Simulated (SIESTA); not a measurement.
# SnTe: relaxation of cell and atoms with PBE

Crystal: SnTe.

```
Te Sn
1.0
     0.00000    3.15085    3.15085
     3.15085    0.00000    3.15085
     3.15085    3.15085    0.00000
Te Sn
1 1
Direct
  0.50000 0.50000 0.50000
  0.00000 0.00000 0.00000
```

- Program: SIESTA 5.4.2
- Task: relaxation of cell and atoms
- Functional: PBE
- Potentials or basis: PseudoDojo 0.4 standard (PBE files)
- Basis: DZP (energy shift 0.003 Ry; two zetas on semicore shells)
- Grid cutoff: 500 Ry
- Energy shift: 0.003 Ry
- k mesh: 7 × 7 × 7
- Occupations: fermi-dirac, width 0.05 eV
- Spin: no spin polarisation
- optimiser: Broyden
- force tolerance: 0.02 eV/Å

```yaml
Relaxed_volume: 33.29 Å³/atom
Relaxed_cell: a = 4.550 Å, b = 4.550 Å, c = 4.550 Å, α = 59.98°, β = 59.98°, γ = 59.98°
Space_group_after_relaxing_to_0.05_Å: Fm-3m (No. 225)
Energy_gained_by_relaxing: 17.0 meV/atom
Ionic_steps: 4
Pressure_after_relaxing: 0.0 GPa
```

Step by step:
| step | energy change (eV) | largest force (eV/Å) | pressure (GPa) | volume (Å³) |
| --- | --- | --- | --- | --- |
| 1 | 0.0000 | 0.0000 | 2.90 | 62.56 |
| 2 | -0.0031 | 0.0000 | 2.74 | 62.74 |
| 3 | -0.0335 | 0.0000 | 0.34 | 66.02 |
| 4 | -0.0340 | 0.0000 | -0.02 | 66.59 |

Final structure:
```
Te Sn
1.0
     0.00092    3.21749    3.21749
     3.21749    0.00092    3.21749
     3.21749    3.21749    0.00092
Te Sn
1 1
Direct
  0.50000 0.50000 0.50000
  0.00000 0.00000 0.00000
```

It took 2.2 min on 1 thread of Intel(R) Xeon(R) Platinum 8259CL CPU @ 2.50GHz (Skylake/Cascade Lake), with other jobs on the host, peak memory 0.28 GiB.

Caveat: the basis of atomic orbitals isn't converged, which shifts pressures, moduli and gaps. Zero-point motion and thermal expansion aren't in these numbers.
